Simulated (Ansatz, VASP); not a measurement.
## SiC in VASP and in Ansatz

```
Si C
1.0
     0.00000    1.98667    1.98667
     1.98667    0.00000    1.98667
     1.98667    1.98667    0.00000
Si C
1 1
Cartesian
  0.0000 0.0000 0.0000
  1.9867 1.9867 1.9867
```

Change from the starting cell: volume scaled by 0.94, LAPW.

Alike in both runs: task single point; functional PBE; k mesh 17 × 17 × 17; occupations fermi-dirac, width 0.05 eV; no spin polarisation.

|  | VASP | Ansatz |
| --- | --- | --- |
| version | VASP 6.6.1 | Ansatz 0.2.0 |
| potentials or method | VASP PAW PBE potentials, release 64 (Si, C), cutoff 520 eV | all-electron LAPW, scalar-relativistic |

```tsv
	VASP	Ansatz	Ansatz less VASP
pressure (GPa)	17.8	17.8	+0.09
```

Ansatz ran all-electron here, so the differences hold the error of VASP's frozen core and of both bases.

Caveats: so large a pressure means that the cell lies far from this level's equilibrium, or that cutoff or potentials fall short (VASP).
